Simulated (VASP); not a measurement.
# GaCo: Co into a neighbouring Co vacancy, part 5 of 5

Wanted: the minimum-energy path in GaCo for this move: Co into a neighbouring Co vacancy. The start is a cell from a database of measured crystal structures.

VASP 6.6.1, plane waves and PAW; the level of theory is named at each step.

So far. Step 4 (Relax the start): The run ended after 7 ionic steps, 0.354 eV below its first step, once the forces on the free atoms met EDIFFG = -0.05. Step 5 (Relax the end): The run ended after 7 ionic steps, 0.378 eV below its first step, once the forces on the free atoms met EDIFFG = -0.05.

### 6. Nudged elastic band

Level of this step: LDA, spin-polarised from a ferromagnetic start; plane waves and PAW (Ga, Co) (VASP).

Images on a straight line between the ends relax across the path, while springs keep them spaced along it.

Contents of INCAR:

```
SYSTEM = Ga16Co15
PREC = Normal
ENCUT = 280
EDIFF = 1E-05
NELM = 120
ISMEAR = 1
SIGMA = 0.15
LREAL = Auto
ALGO = Fast
GGA = CA
NBANDS = 132
ISPIN = 2
MAGMOM = 0 0 0 0 0 0 0 0 0 0 0 0 0 0 0 0 2 2 2 2 2 2 2 2 2 2 2 2 2 2 2
LASPH = .TRUE.
LMAXMIX = 4
LWAVE = .FALSE.
LCHARG = .FALSE.
NCORE = 2
IMAGES = 3
SPRING = -5
IBRION = 1
POTIM = 0.3
NSW = 60
EDIFFG = -0.05
ISYM = 0
ISIF = 0
```

Contents of POSCAR:

```
Ga16Co15
1.0
    0.0000000000      5.6194279104      5.6194279104
    5.6194279104      0.0000000000      5.6194279104
    5.6194279104      5.6194279104      0.0000000000
Ga Co
16 15
Direct
    0.1210935654      0.1212516734      0.1218214147
    0.6361129343      0.1208199490      0.1214322043
    0.1208245554      0.6356131847      0.1212839874
    0.1205817332      0.1214860444      0.6361788338
    0.3743955769      0.3739989141      0.3754611289
    0.6252006745      0.6251168697      0.1238003794
    0.6245230419      0.1238141920      0.6259832853
    0.8760701919      0.3742990261      0.3747922769
    0.1237165080      0.6256122082      0.6251487629
    0.3742557090      0.8762002375      0.3743386937
    0.3740688977      0.3748346618      0.8761793662
    0.6251093934      0.6253019473      0.6259793116
    0.8788451752      0.8781695102      0.3640362816
    0.8779370199      0.3641556660      0.8791532801
    0.3640004853      0.8785521148      0.8785970306
    0.8784112610      0.8784426586      0.8786407659
    0.4997919363      0.0001295260      0.9999887307
    0.9996020548      0.4998463970      0.9998797509
    0.9993335536      0.9999590455      0.5001391882
    0.2501367649      0.2499132651      0.2499122978
    0.4991160987      0.4998103366      0.0007556558
    0.4999464497      0.9995702618      0.5002277542
    0.7467476027      0.2525739596      0.2541173193
    0.9997538268      0.4998831663      0.5002274820
    0.2536645808      0.7460504332      0.2528640967
    0.2522504908      0.2535618060      0.7471396367
    0.4997774770      0.5000877490      0.5000966061
    0.7464226940      0.7461951149      0.2536135682
    0.7461859986      0.2533487409      0.7470275941
    0.2529651663      0.7468950060      0.7464683740
    0.7498920388      0.7504117937      0.7496960582
```

Contents of KPOINTS:

```
Automatic mesh
0
Gamma
3 3 3
0 0 0
```

Contents of 00/POSCAR:

```
Ga16Co15
1.0
    0.0000000000      5.6194279104      5.6194279104
    5.6194279104      0.0000000000      5.6194279104
    5.6194279104      5.6194279104      0.0000000000
Ga Co
16 15
Direct
    0.1210935654      0.1212516734      0.1218214147
    0.6361129343      0.1208199490      0.1214322043
    0.1208245554      0.6356131847      0.1212839874
    0.1205817332      0.1214860444      0.6361788338
    0.3743955769      0.3739989141      0.3754611289
    0.6252006745      0.6251168697      0.1238003794
    0.6245230419      0.1238141920      0.6259832853
    0.8760701919      0.3742990261      0.3747922769
    0.1237165080      0.6256122082      0.6251487629
    0.3742557090      0.8762002375      0.3743386937
    0.3740688977      0.3748346618      0.8761793662
    0.6251093934      0.6253019473      0.6259793116
    0.8788451752      0.8781695102      0.3640362816
    0.8779370199      0.3641556660      0.8791532801
    0.3640004853      0.8785521148      0.8785970306
    0.8784112610      0.8784426586      0.8786407659
    0.4997919363      0.0001295260      0.9999887307
    0.9996020548      0.4998463970      0.9998797509
    0.9993335536      0.9999590455      0.5001391882
    0.2501367649      0.2499132651      0.2499122978
    0.4991160987      0.4998103366      0.0007556558
    0.4999464497      0.9995702618      0.5002277542
    0.7467476027      0.2525739596      0.2541173193
    0.9997538268      0.4998831663      0.5002274820
    0.2536645808      0.7460504332      0.2528640967
    0.2522504908      0.2535618060      0.7471396367
    0.4997774770      0.5000877490      0.5000966061
    0.7464226940      0.7461951149      0.2536135682
    0.7461859986      0.2533487409      0.7470275941
    0.2529651663      0.7468950060      0.7464683740
    0.7498920388      0.7504117937      0.7496960582
```

Contents of 01/POSCAR:

```
Ga16Co15
1.0
    0.0000000000      5.6194279104      5.6194279104
    5.6194279104      0.0000000000      5.6194279104
    5.6194279104      5.6194279104      0.0000000000
Ga Co
16 15
Direct
    0.1190172308      0.1229369864      0.1238604783
    0.6341048245      0.1225780028      0.1234350022
    0.1217344150      0.6326493273      0.1227201859
    0.1215181550      0.1225177484      0.6335014220
    0.3772566660      0.3730528685      0.3745994368
    0.6258490542      0.6222244933      0.1253158303
    0.6253036641      0.1248940257      0.6232497559
    0.8746158540      0.3734041714      0.3741779008
    0.1236094046      0.6252047679      0.6253222750
    0.3742571590      0.8757958728      0.3744808943
    0.3743854402      0.3743657376      0.8762637024
    0.6253652980      0.6247847489      0.6258674525
    0.8768361614      0.8798585638      0.3661619880
    0.8762713014      0.3658465395      0.8809790368
    0.3666727202      0.8775879296      0.8781074298
    0.8769269885      0.8775134818      0.8782334414
    0.4994818039     -0.0000516720      1.0003876782
    1.0003799131      0.5005576073      0.9993825997
    0.9999262515      0.9990235059      0.5013730896
    0.2498616421      0.2497463086      0.2501920155
    0.4985607834      0.5004441364     -0.0000316083
    0.4990038750      0.9985422965      0.5012347213
    0.8107495316      0.1884297255      0.1899798067
    0.9997932989      0.4997423515      0.5002798113
    0.2524620777      0.7468436589      0.2524978820
    0.2516346663      0.2525348240      0.7481315093
    0.4986661578      0.5007020894      0.5012522241
    0.7471083366      0.7469687606      0.2530156378
    0.7471155274      0.2522849864      0.7480464548
    0.2521053702      0.7474195904      0.7476003088
    0.7496120508      0.7502206738      0.7500517752
```

Contents of 02/POSCAR:

```
Ga16Co15
1.0
    0.0000000000      5.6194279104      5.6194279104
    5.6194279104      0.0000000000      5.6194279104
    5.6194279104      5.6194279104      0.0000000000
Ga Co
16 15
Direct
    0.1169408963      0.1246222995      0.1258995420
    0.6320967148      0.1243360567      0.1254378000
    0.1226442746      0.6296854698      0.1241563844
    0.1224545768      0.1235494523      0.6308240102
    0.3801177550      0.3721068229      0.3737377448
    0.6264974340      0.6193321170      0.1268312812
    0.6260842864      0.1259738594      0.6205162265
    0.8731615160      0.3725093167      0.3735635246
    0.1235023012      0.6247973277      0.6254957871
    0.3742586089      0.8753915080      0.3746230948
    0.3747019827      0.3738968134      0.8763480385
    0.6256212026      0.6242675504      0.6257555934
    0.8748271475      0.8815476174      0.3682876943
    0.8746055828      0.3675374130      0.8828047935
    0.3693449550      0.8766237443      0.8776178291
    0.8754427160      0.8765843049      0.8778261169
    0.4991716716     -0.0002328700      1.0007866256
    1.0011577714      0.5012688176      0.9988854485
    1.0005189494      0.9980879662      0.5026069910
    0.2495865193      0.2495793522      0.2504717332
    0.4980054680      0.5010779362     -0.0008188723
    0.4980613002      0.9975143312      0.5022416884
    0.8747514606      0.1242854915      0.1258422940
    0.9998327710      0.4996015368      0.5003321406
    0.2512595747      0.7476368846      0.2521316673
    0.2510188417      0.2515078419      0.7491233820
    0.4975548385      0.5013164299      0.5024078420
    0.7477939792      0.7477424062      0.2524177074
    0.7480450561      0.2512212320      0.7490653156
    0.2512455742      0.7479441747      0.7487322436
    0.7493320628      0.7500295539      0.7504074922
```

Contents of 03/POSCAR:

```
Ga16Co15
1.0
    0.0000000000      5.6194279104      5.6194279104
    5.6194279104      0.0000000000      5.6194279104
    5.6194279104      5.6194279104      0.0000000000
Ga Co
16 15
Direct
    0.1148645618      0.1263076126      0.1279386056
    0.6300886050      0.1260941106      0.1274405978
    0.1235541342      0.6267216124      0.1255925828
    0.1233909986      0.1245811562      0.6281465985
    0.3829788440      0.3711607774      0.3728760528
    0.6271458137      0.6164397406      0.1283467321
    0.6268649086      0.1270536930      0.6177826971
    0.8717071781      0.3716144620      0.3729491484
    0.1233951979      0.6243898874      0.6256692992
    0.3742600588      0.8749871432      0.3747652954
    0.3750185252      0.3734278892      0.8764323746
    0.6258771072      0.6237503520      0.6256437344
    0.8728181336      0.8832366710      0.3704134006
    0.8729398643      0.3692282866      0.8846305502
    0.3720171898      0.8756595590      0.8771282284
    0.8739584434      0.8756551280      0.8774187924
    0.4988615392     -0.0004140679      1.0011855731
    1.0019356298      0.5019800280      0.9983882973
    1.0011116473      0.9971524266      0.5038408925
    0.2493113965      0.2494123958      0.2507514510
    0.4974501527      0.5017117360     -0.0016061364
    0.4971187254      0.9964863660      0.5032486555
    0.9387533895      0.0601412574      0.0617047814
    0.9998722432      0.4994607220      0.5003844700
    0.2500570716      0.7484301103      0.2517654525
    0.2504030172      0.2504808598      0.7501152546
    0.4964435192      0.5019307704      0.5035634600
    0.7484796218      0.7485160519      0.2518197770
    0.7489745848      0.2501574776      0.7500841763
    0.2503857781      0.7484687590      0.7498641783
    0.7490520747      0.7498384341      0.7507632093
```

Contents of 04/POSCAR:

```
Ga16Co15
1.0
    0.0000000000      5.6194279104      5.6194279104
    5.6194279104      0.0000000000      5.6194279104
    5.6194279104      5.6194279104      0.0000000000
Ga Co
16 15
Direct
    0.1127882272      0.1279929256      0.1299776692
    0.6280804952      0.1278521644      0.1294433957
    0.1244639938      0.6237577550      0.1270287813
    0.1243274204      0.1256128602      0.6254691867
    0.3858399331      0.3702147318      0.3720143607
    0.6277941934      0.6135473642      0.1298621830
    0.6276455309      0.1281335267      0.6150491677
    0.8702528402      0.3707196073      0.3723347723
    0.1232880945      0.6239824472      0.6258428113
    0.3742615088      0.8745827785      0.3749074960
    0.3753350677      0.3729589650      0.8765167108
    0.6261330118      0.6232331536      0.6255318753
    0.8708091198      0.8849257246      0.3725391070
    0.8712741458      0.3709191601      0.8864563069
    0.3746894247      0.8746953738      0.8766386276
    0.8724741709      0.8747259512      0.8770114679
    0.4985514068     -0.0005952659      1.0015845205
    1.0027134881      0.5026912383      0.9978911461
    1.0017043452      0.9962168870      0.5050747939
    0.2490362737      0.2492454393      0.2510311687
    0.4968948374      0.5023455358     -0.0023934004
    0.4961761507      0.9954584007      0.5042556226
    1.0027553184     -0.0040029766     -0.0024327312
    0.9999117153      0.4993199072      0.5004367993
    0.2488545686      0.7492233360      0.2513992378
    0.2497871926      0.2494538778      0.7511071272
    0.4953322000      0.5025451108      0.5047190780
    0.7491652644      0.7492896976      0.2512218466
    0.7499041136      0.2490937231      0.7511030370
    0.2495259821      0.7489933434      0.7509961131
    0.7487720867      0.7496473142      0.7511189263
```

Potentials, in the order of the species: Ga and Co (LDA family, release 64).

Command:

```
$ mpirun -np 6 vasp_std
```

Log:

```text
[banner, memory and clock lines left out]
running    6 mpi-ranks, on    1 nodes
 each image running on    2 cores
[...]
01/POSCAR found :  2 types and      31 ions
 LDA part: xc-table for (Slater(with rela. corr.)+CA(PZ))
 , standard interpolation
[...]
00/POSCAR found :  2 types and      31 ions
[...]
04/POSCAR found :  2 types and      31 ions
 POSCAR, INCAR and KPOINTS ok, starting setup
[...]
entering main loop
       N       E                     dE             d eps       ncg     rms          rms(c)
DAV:   1     0.102105007864E+04    0.10211E+04   -0.48590E+04  7392   0.947E+02
DAV:   2    -0.100396352516E+03   -0.11214E+04   -0.10523E+04  7396   0.278E+02
DAV:   3    -0.198371621059E+03   -0.97975E+02   -0.87846E+02  8004   0.971E+01
DAV:   4    -0.201895859663E+03   -0.35242E+01   -0.34516E+01  8672   0.189E+01
[...]
RMM:  23    -0.190323788567E+03    0.81315E-04   -0.13942E-04  7224   0.464E-02    0.444E-02
RMM:  24    -0.190323806519E+03   -0.17952E-04   -0.48524E-05  6507   0.218E-02    0.368E-02
RMM:  25    -0.190323807427E+03   -0.90827E-06   -0.20981E-05  5108   0.164E-02
   1 F= -.19032381E+03 E0= -.19032699E+03  d E =-.190324E+03  mag=     0.0465
[... from here on, the cycles between the ionic steps are left out ...]
   2 F= -.19115385E+03 E0= -.19115945E+03  d E =-.830039E+00  mag=     0.0153
   6 F= -.19161683E+03 E0= -.19162210E+03  d E =-.156815E-01  mag=     0.0006
  11 F= -.19169150E+03 E0= -.19169649E+03  d E =-.149909E-01  mag=     0.0000
  16 F= -.19173744E+03 E0= -.19174233E+03  d E =-.495271E-02  mag=     0.0000
  21 F= -.19180169E+03 E0= -.19180631E+03  d E =-.232957E-01  mag=     0.0000
  26 F= -.19193960E+03 E0= -.19194349E+03  d E =-.320080E-01  mag=    -0.0000
  31 F= -.19206852E+03 E0= -.19207156E+03  d E =-.458171E-01  mag=    -0.0000
  36 F= -.19211486E+03 E0= -.19211750E+03  d E =0.163170E-02  mag=    -0.0000
  41 F= -.19211524E+03 E0= -.19211786E+03  d E =0.148826E-03  mag=    -0.0000
  46 F= -.19213481E+03 E0= -.19213731E+03  d E =-.681920E-02  mag=    -0.0000
  51 F= -.19226556E+03 E0= -.19226684E+03  d E =-.147736E-01  mag=    -0.0000
  56 F= -.19227259E+03 E0= -.19227384E+03  d E =0.113949E-02  mag=    -0.0000
  59 F= -.19226590E+03 E0= -.19226720E+03  d E =0.901853E-02  mag=    -0.0000
  60 F= -.19226084E+03 E0= -.19226221E+03  d E =0.505475E-02  mag=    -0.0000
 BRION: g(F)=  0.754E-02 g(S)=  0.000E+00 retain N=  6 mean eig= 3.00
 eig:   7.614  3.087  3.087  0.790  1.709  1.709
```

Run time: 1.8 h. Hardware: 6 MPI ranks of AMD EPYC 9R45, shared host; peak memory 1.9 GiB.

From OUTCAR (step 6):

```text
  tangential force (eV/A)        -2.228245
  left and right image   1.863577  1.868418 A

  tangential force (eV/A)        -2.286559
  left and right image   1.878230  1.877961 A

 spin component 1
 k-point     1 :       0.0000    0.0000    0.0000
  band No.  band energies     occupation
    ...
     89       7.3976      1.00003
     90       7.4309      1.00010
     91       7.6961      1.03546
     92       7.7359      1.02037
     93       7.7380      1.01850
     94       7.9955      0.01751
     95       8.0006      0.00861
     96       8.1757     -0.00871
     97       9.3821     -0.00000
     98      10.3667     -0.00000
    ...

 k-point     2 :       0.3333    0.0000    0.0000
  band No.  band energies     occupation
    ...
     88       7.1883      1.00000
     89       7.3439      1.00000
     90       7.3723      1.00001
     91       7.8029      0.87696
     92       7.8150      0.83043
     93       8.0055      0.00084
     94       8.0931     -0.03095
     95       8.1171     -0.02389
     96       8.2471     -0.00145
     97       8.9359     -0.00000
    ...

 POSITION                                       TOTAL-FORCE (eV/Angst)
 -----------------------------------------------------------------------------------
      1.03604      1.46356      1.43100        -0.129655     -0.275673     -0.273469
      1.03804      4.17393      4.14025        -0.143892      0.280468      0.279837
      3.96163      1.36694      4.24062        -0.084081      0.027402     -0.035645
      3.95904      4.27396      1.33265        -0.067679     -0.033688      0.032511
      3.86107      4.27258      4.24131        -0.008659     -0.093270     -0.101615
      3.86047      4.27470      6.95020        -0.011431     -0.097820      0.109412
      3.85992      6.98639      4.24090         0.004327      0.095752     -0.100583
      3.86171      6.98532      6.94974        -0.012974      0.095491      0.105730
      6.73275      4.21882      4.18501        -0.067522     -0.010340     -0.015981
      6.73444      4.21854      7.00809        -0.080187     -0.013678      0.013600
      6.73166      7.04161      4.18540        -0.059371      0.006394     -0.016982
      6.73221      7.04051      7.00815        -0.067104      0.011223      0.012578
      6.65736      7.08437      9.76071        -0.138966     -0.282202      0.279696
      6.65413      9.79615      7.05134        -0.126894      0.273825     -0.279907
[...]
-----------------------------------------------------------------------------------
    total drift:                                0.016513     -0.027145      0.029328

  FREE ENERGIE OF THE ION-ELECTRON SYSTEM (eV)
  ---------------------------------------------------
  free  energy   TOTEN  =      -192.2608427385 eV

  energy  without entropy=     -192.2649337669  energy(sigma->0) =     -192.26220641

  tangential force (eV/A)        -2.334492
  left and right image   1.901175  1.896046 A

[... 5 parts as in an earlier step ...]

[... 10 further parts left out ...]
[key lines of the parts left out:]
E-fermi :   7.8798
```

The band used up its steps before its forces met the threshold, so no barrier is taken from it.

### 7. Results

```
result : none
```

What this shows: The session ends without its result: «nudged elastic band» used up its steps.

[Lines on the potential files, build, host, timing and source positions are cut from VASP's logs without a mark.]

[Logs are printed without paths, hosts, clocks, repeated set-up lines and the standing remarks that a program may print on its own settings, such as how far it seeks lower states.]

[Hosts, paths, dates, database ids (printed as entryN), source tags and the programs' standing remarks are cut or masked in the printed files.]

[Runs that stopped without an error message from VASP are left out.]
